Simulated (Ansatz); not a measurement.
# ZrH3: the cost of one run

Method: DFT PBEsol, scalar-relativistic, plane waves, PAW, in Ansatz 0.2.0.

## (1) The structure to begin with

It takes space group Pm-3m (No. 221, cubic). The conventional cell has a = 3.126 Å, b = 3.126 Å, c = 3.126 Å, α = 90.00°, β = 90.00°, γ = 90.00°. Zr (site symmetry m-3m) is surrounded by 12 H at 2.21 Å. H (site symmetry 4/mmm) has 8 H at 2.21 Å and 4 Zr at 2.21 Å as nearest neighbours.

Coordinates:

```
Zr H
1.0
     3.12604    0.00000    0.00000
     0.00000    3.12604    0.00000
     0.00000    0.00000    3.12604
Zr H
1 3
Direct
  0.00000 0.00000 0.00000
  0.00000 0.50000 0.50000
  0.50000 0.00000 0.50000
  0.50000 0.50000 0.00000
```

The structure comes from the Materials Project (structure only).

## (2) A change within a subgroup

What differs from the listed cell: strain xx, yy, zz, yz, xz, xy = -1.3, +7.7, -1.3, +0.0, +0.0, +0.0 %; atoms moved by 0.06 Å root mean square, at most 0.09 Å.

Input file input.yaml:

```yaml
crystal:
  lattice:
    - [3.0850243814, 0.0, 0.0]
    - [0.0, 3.3663678014, 0.0]
    - [0.0, 0.0, 3.0850243814]
  atoms:
    - { symbol: Zr, position: [0.0, -0.0246128225, 0.0] }
    - { symbol: H, position: [0.0, 0.4976697315, 0.5] }
    - { symbol: H, position: [0.5, 0.0292733595, 0.5] }
    - { symbol: H, position: [0.5, 0.4976697315, 0.0] }
basis:
  ecutwfc: 420
kpoints:
  mp_grid: { grid: [12, 12, 12] }
hamiltonian:
  xc: pbesol
scf:
  occupations: { method: gaussian, width: 0.1 }
output:
  forces: true
  stress: true
  eigenvalues: true
```

Launch:

```sh
$ ansatz run input.yaml --threads 1 --pin off --max-ram 1331MiB --backend cpu --events-out ev --progress --plain --runs-dir out
```

**Question.** How long does this run take on 1 thread of an x86-64 CPU, shared host, and how much memory does it need?

About 16 s, with a peak of 0.4 GiB.
